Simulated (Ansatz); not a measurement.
Method: DFT PBE, scalar-relativistic, plane waves, PAW in Ansatz 0.2.0. Settings: cutoff 420 eV, Γ-centred meshes spaced at most about 0.3 Å⁻¹, and about 0.25 Å⁻¹ or finer for metals (2π included), Gaussian smearing. Collinear spin in cells that started with moments and kept them past the coarse steps, no spin elsewhere.

All energies are static (0 K, no zero-point motion).

Two forms of MoS were relaxed alike.

A. (site moments under 0.1 μB)

```yaml
crystal:
  lattice:
    - [0.00000, 2.47813, 2.47813]
    - [2.47813, 0.00000, 2.47813]
    - [2.47813, 2.47813, 0.00000]
  atoms:
    - { symbol: Mo, position: [0.50000, 0.50000, 0.50000] }
    - { symbol: S, position: [0.00000, 0.00000, 0.00000] }
```

B. (no spin)

```yaml
crystal:
  lattice:
    - [3.00488, 0.00000, 0.00000]
    - [0.00000, 3.00488, 0.00000]
    - [0.00000, 0.00000, 3.00488]
  atoms:
    - { symbol: Mo, position: [0.00000, 0.00000, 0.00000] }
    - { symbol: S, position: [0.50000, 0.50000, 0.50000] }
```

Question: Which would you expect to be lower, and how large is the difference?

Answer: B is lower, by 0.36 eV/atom. A has the rock salt type, space group Fm-3m (No. 225), 15.2 Å³/atom and no gap on its mesh; B has the caesium chloride type, space group Pm-3m (No. 221), 13.6 Å³/atom and no gap. Counting S atoms around Mo (those within 1.25 times the shortest such distance or 1.15 times the sum of covalent radii, 1.27 where that leaves under three), A has Mo 6 and B has Mo 8. The denser one is the lower, and pressure would at first widen the difference. In A, around Mo lie 6 S at 2.48 Å; around S lie 6 Mo at 2.48 Å. In B, Mo is surrounded by 8 S at 2.60 Å and 6 Mo at 3.00 Å; S has 8 Mo at 2.60 Å and 6 S at 3.00 Å. Both come from invented guesses. A third cell relaxed alike, in P-6m2, lies 99 meV/atom below the lower of the two.

Cells relaxed within their symmetry can be saddle points.

The caesium chloride form wins even though its Mo-S contacts are longer, 2.60 Å against 2.48 Å, and individually weaker. Having eight of them instead of six makes up for part of this, but the preference probably owes much to the metal sublattice. Formally divalent Mo keeps four d electrons, and its extended 4d orbitals can overlap across the six Mo-Mo contacts at 3.00 Å, whereas rock salt holds the metal atoms farther apart and leaves those electrons largely in Mo-S antibonding states. A simple ionic picture, in which the relative ion sizes set the coordination, would miss this contribution.

Spin polarisation is unlikely to reverse the order, since the moments in rock salt are almost quenched and any magnetic solution for the other form would be adopted only if it lowered the energy further. The preference holds only between these two forms, as the P-6m2 cell lies lower still. Nothing here shows that a monosulfide would survive against disproportionation into Mo and MoS2, the well-known stable sulfide.
